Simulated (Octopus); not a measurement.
# SiC (Moissanite 3C) under changes of volume

One of the cells (10.346 Å³/atom); the others are scaled copies at fixed shape and fractional positions:

```
CELL_PARAMETERS angstrom
0.00000 2.17900 2.17900
2.17900 0.00000 2.17900
2.17900 2.17900 0.00000
ATOMIC_POSITIONS crystal
Si 0.00000 0.00000 0.00000
C 0.75000 0.75000 0.75000
```

```yaml
Program: Octopus 16.4
Functional: PBEsol
Potentials_or_basis: pseudodojo_pbesol (PseudoDojo 0.4, PBEsol)
Grid_spacing: 0.134 Å
k_mesh: 10 × 10 × 10
Occupations: fermi-dirac, width 0.05 eV
Spin: no spin polarisation
```

| volume (Å³/atom) | energy over the lowest point (meV/atom) | gap on the mesh (eV) |
| --- | --- | --- |
| 9.725 | 26.60 | 1.18 |
| 9.932 | 11.09 | 1.20 |
| 10.139 | ? | ? |
| 10.346 | 0.00 | 1.24 |
| 10.553 | 3.67 | 1.26 |
| 10.760 | 11.71 | 1.27 |
| 10.967 | 25.16 | 1.29 |

**Question.** What does the run at 10.139 Å³/atom give?

**Answer.** Energy over the lowest point 2.52 meV/atom; gap on the mesh 1.22 eV.

Worked out: A Birch-Murnaghan fit of order 3 (a polynomial in V^(-2/3)) to the other rows has its minimum at 10.33 Å³/atom with B0 = V·E''(V) = 221 GPa and B' = 3.8. It gives 2.47 meV/atom at 10.139 Å³/atom, against the run's 2.52. A straight line through the other rows of the gap, of slope 0.911 eV per unit of ln V, gives 1.22 eV, against the run's 1.22.

Energies are extrapolated to zero smearing.

A mesh can miss the band edges.
